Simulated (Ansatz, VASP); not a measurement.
**BP: VASP beside Ansatz**

POSCAR

```
BP
1.0
    0.0000000000      2.2002188098      2.2682668142
    2.2682668142      0.0000000000      2.2682668142
    2.2682668142      2.2002188098      0.0000000000
B P
1 1
Direct
    0.0000000000      0.0000000000      0.0000000000
    0.7500000000      0.7500000000      0.7500000000
```

File INCAR.step1:

```
SYSTEM = BP
  PREC = Accurate
  ENCUT = 520
  ISMEAR = 0
  SIGMA = 0.05
  LREAL = .False.
  LASPH = .True.
  NELM = 60
  NBANDS = 11
  GGA = PE
  ALGO = Normal
  EDIFF = 1E-4
  LWAVE = .True.
  LCHARG = .False.
```

INCAR.step2

```
SYSTEM = BP
  PREC = Accurate
  ENCUT = 520
  EDIFF = 1E-6
  ISMEAR = 0
  SIGMA = 0.05
  LREAL = .False.
  LASPH = .True.
  NELM = 60
  ALGO = Normal
  ISIF = 2
  LWAVE = .False.
  LCHARG = .True.
  METAGGA = R2SCAN
  LMIXTAU = .True.
  LELF = .True.
  LVHAR = .True.
  NBANDS = 11
  ISTART = 1
```

KPOINTS

```
Automatic mesh
0
Gamma
  10 10 10
  0 0 0
```

Input for Ansatz:

```yaml
crystal:
  lattice:
    - [0.0, 2.2002188098, 2.2682668142]
    - [2.2682668142, 0.0, 2.2682668142]
    - [2.2682668142, 2.2002188098, 0.0]
  atoms:
    - { symbol: B, position: [0.0, 0.0, 0.0] }
    - { symbol: P, position: [0.75, 0.75, 0.75] }
basis:
  ecutwfc: 500
kpoints:
  mp_grid: { grid: [10, 10, 10] }
hamiltonian:
  xc: r2scan
scf:
  occupations: { method: gaussian, width: 0.05 }
output:
  forces: true
  stress: true
  eigenvalues: true
```

Change from the starting cell: strain -0.0300 x Voigt [0, 1, 0, 0, 0, 0], atoms carried along.

Alike in both runs: task single point; functional r2SCAN; k mesh 10 × 10 × 10; occupations gaussian, width 0.05 eV; no spin polarisation.

|  | VASP | Ansatz |
| --- | --- | --- |
| version | VASP 6.6.1 | Ansatz 0.2.0 |
| potentials or method | VASP PAW PBE potentials, release 64 (B, P) | scalar-relativistic, plane waves, PAW |
| plane-wave cutoff (eV) | 520 | 500 |
| valence electrons in the cell | 8 | 8 |

Ansatz gave:

| Property | Result |
| --- | --- |
| gap on the k mesh at the Fermi level (eV) | 0.89 |
| least direct gap on the mesh (eV) | 3.32 |
| pressure (GPa) | 5.4 |
| largest component of the traceless stress (GPa) | 5.75 |

Question: What did VASP give for the same quantities?

Answer: gap on the k mesh at the Fermi level (eV): 0.92; least direct gap on the mesh (eV): 3.36; pressure (GPa): 4.9; largest component of the traceless stress (GPa): 5.78.

Caveats: the PAW data sets were made with another functional, which shifts forces and pressure a little (VASP). A k mesh can miss the band edges.
